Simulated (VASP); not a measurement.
Crystal: As.

```
As
1.0
     1.82500   -5.50000    0.00000
     1.82500    5.50000    0.00000
     0.00000    0.00000    4.47000
As
4
Cartesian
  1.8250 4.2900 0.2682
  1.8250 -1.2100 1.9668
  1.8250 -4.2900 4.2018
  1.8250 1.2100 2.5032
```

This isn't the form of As at room conditions, which is rhombohedral.

```yaml
Program: VASP 6.6.1
Task: relaxation of cell and atoms
Functional: PBEsol
Dispersion: D3(BJ)
Potentials_or_basis: VASP PAW PBE potentials, release 64 (As)
Cutoff: 250 eV
k_mesh: 10 × 10 × 8
Occupations: gaussian, width 0.02 eV
Spin: no spin polarisation
```

At the start: pressure -2.5 GPa; volume 22.43 Å³/atom.

Problem. How do energy, volume and symmetry change on relaxing?

Solution. Over 19 steps the energy falls by 32.7 meV/atom and the volume is 20.15 Å³/atom (-10.2 %); space group Cmce (No. 64, to 0.05 Å).

The path:
```tsv
step	energy change (eV)	largest force (eV/Å)	pressure (GPa)	volume (Å³)
1	0.0000	0.1325	-2.51	89.74
2	-0.0307	0.5027	1.09	85.24
3	-0.0328	0.4038	0.32	86.11
4	-0.0673	0.3501	0.28	84.59
5	-0.1179	0.1500	1.02	80.06
6	-0.1152	0.2095	-1.62	82.05
7	-0.1234	0.0801	-0.21	80.94
8	-0.1274	0.0158	-0.05	80.88
9	-0.1294	0.0714	0.14	80.79
10	-0.1298	0.0470	-0.17	80.97
11	-0.1303	0.0396	-0.04	80.89
12	-0.1306	0.0162	-0.06	80.82
13	-0.1306	0.0035	-0.08	80.77
14	-0.1306	0.0035	-0.07	80.78
15	-0.1307	0.0095	0.04	80.65
16	-0.1307	0.0075	0.02	80.67
17	-0.1307	0.0039	0.02	80.64
18	-0.1307	0.0013	0.01	80.60
19	-0.1307	0.0015	-0.01	80.62
```

Final structure:
```xyz
4
Lattice="1.8637 -5.2819 0.0000 1.8637 5.2819 0.0000 0.0000 0.0000 4.0948" Properties=species:S:1:pos:R:3 pbc="T T T"
As    1.8637    4.0589    0.1920
As    1.8637   -1.2230    1.8554
As    1.8637   -4.0589    3.9029
As    1.8637    1.2230    2.2394
```

Caveat: the cutoff is under 1.25 times the usual one of these potentials, so pressure, stress and relaxed cells hold a basis-set (Pulay) error; the PAW data sets were made with another functional, which shifts forces and pressure a little; the volume moved by -10 % from the deposited cell, more than functionals usually miss; pairwise dispersion overbinds metals, which lowers pressure and volume.
